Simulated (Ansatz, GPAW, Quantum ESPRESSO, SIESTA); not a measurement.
## Ti: 5 runs at one level of theory

```
Ti
1.0
    -1.64100    1.64100    1.64100
     1.64100   -1.64100    1.64100
     1.64100    1.64100   -1.64100
Ti
1
Direct
  0.00000 0.00000 0.00000
```

This isn't the form of Ti at room conditions, which is hcp.

Alike in all runs: task band structure; functional LDA; k mesh 11 × 11 × 11; occupations fermi-dirac, width 0.05 eV; no spin polarisation; no spin-orbit coupling. LDA stands for any of its common fits. Pressure is positive in compression and, in plane waves, holds the error of the finite cutoff.

```tsv
program and potentials	plane-wave cutoff (eV)	notes	pressure (GPa)
SIESTA, files PseudoDojo sr-lda-0.4.1-standard, DZP (energy shift 0.003 Ry; two zetas on semicore shells)	-	atomic basis	-10.90
Quantum ESPRESSO, PseudoDojo 0.4.1 SR LDA standard	1143	-	-10.84
Ansatz, all-electron LAPW, scalar-relativistic	-	-	-10.94
GPAW, the program's PAW data sets (release 1.2.1) made for this functional	600	-	-11.41
GPAW, PAW data sets generated for this functional	600	-	-11.41
```

The pressure spans -11.41 (GPAW, the program's PAW data sets (release 1.2.1) made for this functional) to -10.84 GPa (Quantum ESPRESSO, PseudoDojo 0.4.1 SR LDA standard), with all-electron results at -10.94. The cell lies far from this level's equilibrium. Rows in atomic bases carry the error of their basis and grid, which can be large.

Differences between rows come from potentials, basis sets and numerical settings, since the functional is the same but for its coding. Runs on potential files found faulty are left out.
